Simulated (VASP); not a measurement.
Write the native input for VASP 6.6.1 that does the following.

| Quantity | Value |
| --- | --- |
| Task | single point |
| Functional | PBEsol |
| Potentials or basis | VASP PAW PBE potentials, release 64 (Ti_sv, Se) |
| Cutoff | 520 eV |
| k mesh | 5 × 5 × 5 |
| Occupations | gaussian, width 0.05 eV |
| Spin | collinear spin, random start |
| Starting moments | [1.13, 0.0] μB |
| Hubbard terms | Ti d U = 4 eV |
| Further INCAR settings | ALGO = Normal; EDIFF = 1e-07 |

The structure of TiSe lies in POSCAR:

```
TiSe
1.0
    0.0000000000      3.1030036500      3.1030036500
    3.1030036500      0.0000000000      3.1030036500
    3.1030036500      3.1030036500      0.0000000000
Ti Se
1 1
Direct
    0.0000000000      0.0000000000      0.0000000000
    0.2500000000      0.2500000000      0.2500000000
```

The cell comes from a database or a generator and needn't be the stable form of this composition.

These files were run (other wordings do the same):

INCAR

```
SYSTEM = TiSe
PREC = Accurate
ENCUT = 520
EDIFF = 1E-7
ISMEAR = 0
SIGMA = 0.05
LREAL = .False.
LASPH = .True.
NELM = 100
ALGO = Normal
ISIF = 2
LWAVE = .False.
LCHARG = .False.
ISPIN = 2
MAGMOM = 1.13 0
LORBIT = 11
LMAXMIX = 4
LDAU = .True.
LDAUTYPE = 2
LDAUL = 2 -1
LDAUU = 4 0
LDAUJ = 0 0
LDAUPRINT = 1
GGA = PS
```

KPOINTS

```
Automatic mesh
0
Gamma
  5 5 5
  0 0 0
```

Potentials or basis: VASP PAW PBE potentials, release 64 (Ti_sv, Se).

Command:

```console
$ cat potpaw_PBE.64/Ti_sv/POTCAR potpaw_PBE.64/Se/POTCAR > POTCAR
$ mpirun -np 1 vasp_std > vasp.out
```

It gave:

```yaml
Pressure: -2.1 GPa
Band_gap_on_the_k_mesh: 1.02 eV, indirect (least direct gap 1.16 eV)
Net_moment: 2.00 μB per cell
Site_moments: Ti +1.70; Se -0.04 μB
Valence_electrons_inside_the_program's_atomic_spheres: Ti 10.12; Se 3.91
```

Caveat: the PAW data sets were made with another functional, which shifts forces and pressure a little; an odd mesh through Γ misses points on the zone boundary, where band edges often lie.

Run time: 38 s on 1 thread of AMD EPYC 9R45 96-Core Processor (Zen 5) (shared host), peak memory 0.21 GiB.
